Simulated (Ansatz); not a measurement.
# NbAs (I4_1md) in Ansatz: notebook

One crystal, NbAs, is run at these levels: PBEsol; tasks: phonons, elastic constants.

Program: Ansatz 0.2.0. These are calculated values, not measurements. Logs are shortened: lines on timing, memory, paths and dates and some standing lists are left out, and cuts for length are marked.

## Step 1: The crystal as given

The structure is tetragonal, space group I4_1md (No. 109). The conventional cell has a = 3.452 Å, b = 3.452 Å, c = 11.680 Å, α = 90.00°, β = 90.00°, γ = 90.00°. Nb (site symmetry 2mm) is surrounded by 6 As at 2.60 to 2.63 Å. As (site symmetry 2mm) has 6 Nb at 2.60 to 2.63 Å as nearest neighbours.

## Step 2: Phonons, PBEsol

Contents of input.yaml:

```yaml
crystal:
  lattice:
    - [-1.72585, 1.72585, 5.84]
    - [1.72585, -1.72585, 5.84]
    - [1.72585, 1.72585, -5.84]
  atoms:
    - { symbol: Nb, position: [0.5, 0.0, 0.5] }
    - { symbol: Nb, position: [0.75, 0.75, 0.0] }
    - { symbol: As, position: [0.916, 0.416, 0.5] }
    - { symbol: As, position: [0.166, 0.166, 0.0] }
hamiltonian:
  xc: pbesol
  pseudopotentials: { kind: paw }
kpoints:
  mp_grid: { grid: [8, 8, 8] }
scf:
  occupations: { method: fermi_dirac, width: 0.05 }
phonons:
  method: dfpt
```

Potentials or basis: Ansatz PAW.

On the command line:

```
ansatz run input.yaml --threads 2 --pin off --max-ram 5632MiB --backend cpu --events-out ev --progress --plain --runs-dir out
```

Output:

```text
Warning: RAYON_NUM_THREADS=2 ignored (pool sized by the plan → 2); use --threads N
zone centre: on kpoints.mp_grid the ground state, and the responses unless they are solved on pairs of k-points, stand on 95 of the mesh's 512 k-points, reduced under 4 symmetry operations, with k and −k counted as one. Each operation leaves every solved displacement unchanged or reverses it
Engine: ansatz 0.2.0, x86_64-unknown-linux-gnu
Pseudopotentials: kind: paw
Pseudopotential: Nb, paw, valence charge 13, recommended cutoff 420 eV (normal), Nb.paw.azcp
Pseudopotential: As, paw, valence charge 15, recommended cutoff 420 eV (normal), As.paw.azcp
Functional definition: PBEsol
  exchange = pbesol_x
  correlation = pbesol_c
Crystal: 4 atoms, lattice volume = 69.579 Å³
Basis set: ecut = 420 eV, 1371 PW (Γ), exchange–correlation on 96×96×96 points (8 copies of the dense FFT grid, shifted against one another)
Bands: 34, of which v1, the nominal top of the filled ones, is band 28 counted from 1 (27 counted from 0)
Symmetry: 8 space group operations
k-points: 95 of 512 (irreducible under 4 space group operations, time reversal used)
Non-local potential: Nb, projectors of the file, l = 0: 3, l = 1: 2, l = 2: 2, l = 3: 1
Non-local potential: As, projectors of the file, l = 0: 2, l = 1: 2, l = 2: 3, l = 3: 1
PAW form: soft (Blöchl's): semilocal exchange-correlation on the pseudo side does not see the compensation charge
PAW frozen core: Nb, regenerated for the run's functional, and the local potential with it (the file was generated under x = pbe(κ = 0.804, μ = 0.2195149727645171), c = pbe(β = 0.06672455060314922))
PAW frozen core: As, regenerated for the run's functional, and the local potential with it (the file was generated under x = pbe(κ = 0.804, μ = 0.2195149727645171), c = pbe(β = 0.06672455060314922))
PAW one-centre angular grid: Nb, 590 points (default); XC on 64 Gauss nodes
PAW one-centre angular grid: As, 590 points (default); XC on 64 Gauss nodes
Initial density: superposition of atomic densities (neutral atoms: chi_scale 0, normalization atom), corrected by the library's trained network
Initial wavefunctions: pseudopotential atomic-orbital guess
Functional: x = pbesol(κ = 0.804, μ = 0.12345679012345678), c = pbesol(β = 0.046)
SCF iter   1: F=—  HF=-18619.952269 eV  |F-HF|=—  |Δ(HF+E_count)|=         —  Δρ=8.25e-3  dr2=3.69e-2  ethr=1.77e-3  ⟨swp⟩=5.8  Hψ=13041  notcnv=0
preconditioner: auto → Kerker (q_TF=auto, 2.631 Å⁻¹)  [metal: Δε(μ)=0.013 eV  Ē_g=6.970 eV  σ=0.050 eV  W_gap=0.07  n_scr=24 (ndim 8)  ℏωp=19.9 eV  f_vac=0.000  D(μ)=1.09/eV (n_scr^D=2)]
SCF iter   2: F=—  HF=-18619.946597 eV  |F-HF|=—  |Δ(HF+E_count)|=   5.67e-3  Δρ=4.69e-3  dr2=1.16e-2  ethr=6.59e-5  ⟨swp⟩=1.2  Hψ=4018  notcnv=0
SCF iter   3: F=—  HF=-18619.944900 eV  |F-HF|=—  |Δ(HF+E_count)|=   1.70e-3  Δρ=6.35e-4  dr2=2.70e-4  ethr=2.08e-5  ⟨swp⟩=2.0  Hψ=4403  notcnv=0
SCF iter   4: F=—  HF=-18619.944867 eV  |F-HF|=—  |Δ(HF+E_count)|=   3.25e-5  Δρ=2.21e-4  dr2=3.69e-5  ethr=4.82e-7  ⟨swp⟩=2.0  Hψ=5557  notcnv=0
SCF iter   5: F=—  HF=-18619.944847 eV  |F-HF|=—  |Δ(HF+E_count)|=   2.02e-5  Δρ=7.63e-5  dr2=4.98e-6  ethr=6.60e-8  ⟨swp⟩=2.0  Hψ=5616  notcnv=0
SCF iter   6: F=—  HF=-18619.944799 eV  |F-HF|=—  |Δ(HF+E_count)|=   4.82e-5  Δρ=1.76e-5  dr2=2.89e-7  ethr=8.90e-9  ⟨swp⟩=2.0  Hψ=5652  notcnv=0
SCF iter   7: F=—  HF=-18619.944799 eV  |F-HF|=—  |Δ(HF+E_count)|=   7.73e-8  Δρ=3.90e-6  dr2=1.18e-8  ethr=5.16e-10  ⟨swp⟩=2.0  Hψ=5646  notcnv=0
SCF iter   8: F=—  HF=-18619.944799 eV  |F-HF|=—  |Δ(HF+E_count)|=   2.07e-9  Δρ=7.21e-7  dr2=2.98e-10  ethr=2.12e-11  ⟨swp⟩=2.0  Hψ=5654  notcnv=0
SCF iter   9: F=—  HF=-18619.944799 eV  |F-HF|=—  |Δ(HF+E_count)|=    0.00e0  Δρ=1.37e-7  dr2=1.22e-11  ethr=1.00e-12  ⟨swp⟩=2.0  Hψ=5675  notcnv=0
SCF iter  10: F=-18619.944799 eV  HF=-18619.944799 eV  |F-HF|=0.00e0  |Δ(HF+E_count)|=  3.64e-12  Δρ=3.16e-8  dr2=6.42e-13  ethr=1.00e-12  ⟨swp⟩=6.6  Hψ=12994  notcnv=0
the search or the solves at the SCF's close seem to have found levels that the self-consistency loop had missed (the run counts 2). By its estimate they hold under 1e-12 electrons; where the run keeps them, the occupations were computed again with them
SCF 1 converged in 10 iterations: F = -18619.944799 eV  dr2 = 6.42e-13
DFPT response loops at Γ: preconditioner auto → Kerker (q_TF=auto, 2.631 Å⁻¹) (partly filled bands, converged f_vac=0.000); β = 1.00, the filter's whole step (`scf.mixing.beta` (0.50) is not read by the response loops under this deck's `scf.mixing.preconditioner`; to damp them name `kerker` or `kerker_dos`, under which they read `scf.mixing.beta`, and type it under 1.00, their step now; both keys bind the ground state too); Broyden in place of MSR1
SCF converged after 10 iterations
Free energy (F): -18619.944799 eV
Harris-Foulkes:  -18619.944799 eV  (|F-HF|=0.00e0)
Internal energy: -18619.935812 eV  (E = F + TS)
E sigma→0 (E₀):  -18619.940306 eV
Entropy (-TS):   -0.008986 eV (-2.247 meV/atom)
Fermi energy:    16.172236 eV
--- Per-component energies (eV) ---
  E_band       = -490.507581
  E_kinetic    = 998.435917
  E_local      = -4339.878634  (includes V_loc(G=0)·N_el)
  E_nonlocal   = -1092.867806
  E_hartree    = 2144.011062
  E_xc         = -508.604083
  E_vxc        = -586.677861  (∫ρ·V_xc dr)
  E_paw        = -9623.090651  (= ΣΔE_a)
  E_vpaw       = 242.458693  (= ΣTr[D̂ρ^β])
  E_aug_tail   = 0.000024  (compensation charges beyond the density's cutoff)
  E_ewald      = -6200.251917
  E_core_change = 2.310275  (= ΣΔE_core)
  E_smearing   = -0.008986  (= −TS)
  E_closure    = 0.000000  (closes the sum)
  Σ components = -18619.944799   (vs F -18619.944799, Δ=0.00e0)
--- Band table (eV; the first three rows and the last of 95) ---
  k-point 0: bands = ["-38.8439", "-38.8151", "-19.3254", "-19.3254", "-19.3089", "-19.3048", "-19.3032", "-19.3017", "-19.2971", "-19.2960", "-19.2960", "-19.2941", "-15.0971", "-14.9817", "-14.9817", "-14.8266", "-14.8266", "-14.7787", "2.9298", "5.2191", "9.9413", "13.3406", "13.9116", "13.9116", "14.1207", "14.4836", "14.7814", "14.7814", "16.8906", "17.4683", "18.5765", "19.1807", "19.1807", "19.8699"]
  k-point 1: bands = ["-38.8393", "-38.8128", "-19.3267", "-19.3242", "-19.3076", "-19.3061", "-19.3046", "-19.3040", "-19.2964", "-19.2957", "-19.2937", "-19.2927", "-15.0816", "-15.0116", "-15.0041", "-14.8574", "-14.8474", "-14.7770", "3.3030", "5.3189", "10.2047", "12.6451", "13.4183", "13.5755", "13.7218", "14.4276", "15.0367", "15.1847", "16.4520", "16.8422", "18.6017", "18.6443", "19.5867", "19.7741"]
  k-point 2: bands = ["-38.8277", "-38.8078", "-19.3301", "-19.3221", "-19.3119", "-19.3086", "-19.3046", "-19.3030", "-19.2953", "-19.2952", "-19.2895", "-19.2889", "-15.0933", "-15.0796", "-15.0031", "-14.9199", "-14.8942", "-14.7846", "4.2001", "5.4601", "10.9329", "11.3803", "12.1398", "12.9852", "13.0378", "14.3020", "15.3823", "15.5853", "16.3144", "17.1842", "17.8590", "19.0122", "19.6787", "20.1947"]
  k-point 94: bands = ["-38.8295", "-38.8295", "-19.3271", "-19.3271", "-19.3059", "-19.3059", "-19.3025", "-19.3025", "-19.2966", "-19.2966", "-19.2941", "-19.2941", "-14.9901", "-14.9901", "-14.9402", "-14.9402", "-14.8181", "-14.8181", "3.8663", "3.8663", "12.1684", "12.1684", "13.4787", "13.4787", "13.6363", "13.6363", "15.6495", "15.6495", "17.1650", "17.1650", "18.0871", "18.0871", "19.3335", "19.3335"]
--- Phonons (Γ-DFPT): 6 representative perturbations + reference, on 95 of 512 k-points (Σ response iterations 18) ---
  k mesh reduced under 4 symmetry operations, with k and −k counted as one. Each operation leaves every solved displacement unchanged or reverses it
  ASR residual: 2.768e-4 → 0.000e0 eV/Å²; symmetrization residual: 1.619e-5 eV/Å²
  ASR residual per site (eV/Å²): 2.77e-4 2.77e-4 6.90e-5 6.90e-5
  Γ frequencies (cm⁻¹): 0.00 0.00 0.00 146.07 146.07 222.07 241.37 241.37 247.61 258.71 258.71 270.13
  non-analytic LO–TO correction: not included (Born effective charges unavailable; polar crystals: no LO–TO splitting at Γ)
```

Run time: 2 min. Hardware: 2 threads of AMD EPYC 9R14 (Zen 4), shared host; peak memory 1.2 GiB.

What came out:

| Quantity | Value |
| --- | --- |
| Free energy | -18619.9448 eV |
| Band gap on the k mesh | none (metal or under the smearing width) |
| Highest phonon frequency at Γ | 270 cm⁻¹ |

Levels at points of the mesh, in eV from the Fermi level:
```
              k point  band 25  band 26  band 27  band 28  band 29  band 30  band 31  band 32
   (0.00, 0.00, 0.00)    -2.05    -1.69    -1.39    -1.39     0.72     1.30     2.40     3.01
  (0.00, 0.00, -0.50)    -2.81    -2.81    -0.60    -0.60     2.41     2.41     2.70     2.70
  (0.00, -0.50, 0.00)    -2.21    -1.89    -1.42    -0.07     0.04     1.16     2.13     2.28
 (0.00, -0.50, -0.50)    -2.21    -1.89    -1.42    -0.07     0.04     1.16     2.13     2.28
(-0.50, -0.50, -0.50)    -2.54    -2.54    -0.52    -0.52     0.99     0.99     1.91     1.91
```

Phonon frequencies in cm⁻¹ (negative: imaginary):
```
              q point                                frequencies
(0.000, 0.000, 0.000)  0 0 0 146 146 222 241 241 248 259 259 270
```

Caveat: the PAW data sets come from PBE, with cores solved anew for the run's functional, which leaves a small shift of forces and pressure.

## Step 3: Elastic constants, PBEsol

input.yaml, as its differences from that of step 2:

```diff
@@ -17,3 +17,7 @@
   occupations: { method: fermi_dirac, width: 0.05 }
-phonons:
-  method: dfpt
+output:
+  forces: true
+  stress: true
+elastic:
+  mode: clamped_ion
+  stencil: two_point
```

Potentials or basis: Ansatz PAW.

On the command line:

```
ansatz run input.yaml --threads 2 --pin off --max-ram 5632MiB --backend cpu --events-out ev --progress --plain --runs-dir out
```

Wall time 78 s (2 threads of AMD EPYC 9R14 (Zen 4), shared host); peak memory 0.66 GiB.

The run converged. Its results:

* Free energy: -18619.9448 eV
* Pressure: -2.3 GPa
* Largest force: 0.288 eV/Å
* Band gap on the k mesh: none (metal or under the smearing width)
* Voigt bulk modulus: 169 GPa

Forces on the atoms (eV/Å):
```
Nb   0.000  0.000 -0.288
Nb   0.000  0.000 -0.288
As   0.000  0.000  0.288
As   0.000  0.000  0.288
```

Stress tensor (GPa, compression positive):
```
-2.70  0.00  0.00
 0.00 -2.70  0.00
 0.00  0.00 -1.49
```

Levels at points of the mesh, in eV from the Fermi level:
| k point | band 26 | band 27 | band 28 | band 29 | band 30 | band 31 |
| --- | --- | --- | --- | --- | --- | --- |
| (0.00, 0.00, 0.00) | -1.69 | -1.39 | -1.39 | 0.72 | 1.30 | 2.40 |
| (0.00, 0.00, -0.50) | -2.81 | -0.60 | -0.60 | 2.41 | 2.41 | 2.70 |
| (0.00, -0.50, 0.00) | -1.89 | -1.42 | -0.07 | 0.04 | 1.16 | 2.13 |
| (-0.50, -0.50, -0.50) | -2.54 | -0.52 | -0.52 | 0.99 | 0.99 | 1.91 |

Elastic tensor in Voigt notation (GPa, ions clamped, in the Cartesian axes of the cell as first typed):
```
282 133 110   0   0   0
133 282 110   0   0   0
111 111 243   0   0   0
  0   0   0 136   0   0
  0   0   0   0 136   0
  0   0   0   0   0 168
```

Caveat: elastic constants of metals need much finer meshes, so these are rough; the PAW data sets come from PBE, with cores solved anew for the run's functional, which leaves a small shift of forces and pressure.
